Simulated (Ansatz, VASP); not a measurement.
## CdS (Hawleyite) in VASP and in Ansatz

```
CELL_PARAMETERS angstrom
0.00000 2.91650 2.91650
2.91650 0.00000 2.91650
2.91650 2.91650 0.00000
ATOMIC_POSITIONS crystal
Cd 0.00000 0.00000 0.00000
S 0.75000 0.75000 0.75000
```

Alike in both runs: task single point; functional PBE; k mesh 8 × 8 × 8; occupations gaussian, width 0.026 eV; no spin polarisation.

|  | VASP | Ansatz |
| --- | --- | --- |
| version | VASP 6.6.1 | Ansatz 0.2.0 |
| potentials or method | VASP PAW PBE potentials, release 64 (Cd, S), cutoff 520 eV | all-electron LAPW, scalar-relativistic |

```csv
,VASP,Ansatz,Ansatz less VASP
gap on the k mesh at the Fermi level (eV),1.15,1.15,-0.004
least direct gap on the mesh (eV),1.15,1.15,-0.004
pressure (GPa),3.2,2.9,-0.32
```

Ansatz ran all-electron here, so the differences hold the error of VASP's frozen core and of both bases.

PBE gaps usually lie below the measured ones, often by a third to a half.
